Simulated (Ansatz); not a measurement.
La:

```
La
1.0
     3.75000    0.00000    0.00000
    -1.87500    3.24760    0.00000
     0.00000    0.00000    6.07000
La
2
Direct
  0.66667 0.33333 0.75000
  0.33333 0.66667 0.25000
```

This isn't the form of La at room conditions, which is double hcp.

| Item | Value |
| --- | --- |
| Program | Ansatz 0.2.0 |
| Task | single point |
| Functional | PBEsol |
| Potentials or basis | Ansatz PAW |
| Cutoff | 420 eV (not typed: the program's choice for these potentials) |
| k mesh | 8 × 8 × 5 |
| Occupations | fermi-dirac, width 0.05 eV |
| Spin | no spin polarisation |

On this cell: pressure -1.5 GPa; largest force under 0.003 eV/Å; band gap on the k mesh none (metal or under the smearing width).

The same run follows on a disturbed copy (atoms moved at random, drawn with an rms of 0.05 Å):

```
CELL_PARAMETERS angstrom
3.75000 0.00000 0.00000
-1.87500 3.24760 0.00000
0.00000 0.00000 6.07000
ATOMIC_POSITIONS crystal
La 0.66078 0.31229 0.74326
La 0.33264 0.65901 0.25161
```

**Question.** What does the disturbed cell give?

**Answer.** The energy (extrapolated to zero smearing) moves by +0.7 meV/atom; pressure -1.5 GPa; largest force 0.064 eV/Å; band gap on the k mesh none (metal or under the smearing width).

Forces in eV/Å, atoms in the order of the input:
```
La  -0.001  0.000  0.064
La   0.001  0.000 -0.064
```

Stress tensor (GPa, compression positive):
```
-1.43  0.01  0.00
 0.01 -1.31  0.02
 0.00  0.02 -1.65
```

Caveats: the PAW data sets come from PBE, with cores solved anew for the run's functional, which leaves a small shift of forces and pressure.
